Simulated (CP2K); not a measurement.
HfC:

```
CELL_PARAMETERS angstrom
3.28805 0.00000 0.00000
1.64402 2.84753 0.00000
1.64402 0.94918 2.68468
ATOMIC_POSITIONS crystal
Hf 0.50000 0.50000 0.50000
C 0.00000 0.00000 0.00000
```

Base run:

- Program: CP2K 2026.2
- Functional: optB88-vdW
- Potentials or basis: POTENTIAL_UZH Hf GTH-PBE-q12, C GTH-PBE-q4; TZVP-MOLOPT-PBE-GTH basis
- Density cutoff: 9184 eV
- k mesh: 10 × 10 × 10
- Occupations: fermi-dirac, width 0.05 eV
- Spin: no spin polarisation

Its results: band gap on the k mesh none (metal or under the smearing width); pressure -1.0 GPa.

Problem. The run is repeated on the same cell with these changes: functional from optB88-vdW to OLYP. What comes out?

Solution. Band gap on the k mesh none (metal or under the smearing width); pressure -5.4 GPa.

Caveats: the potentials were made for another functional, which shifts forces and pressure; the basis of atomic orbitals isn't converged, which shifts pressures, moduli and gaps.
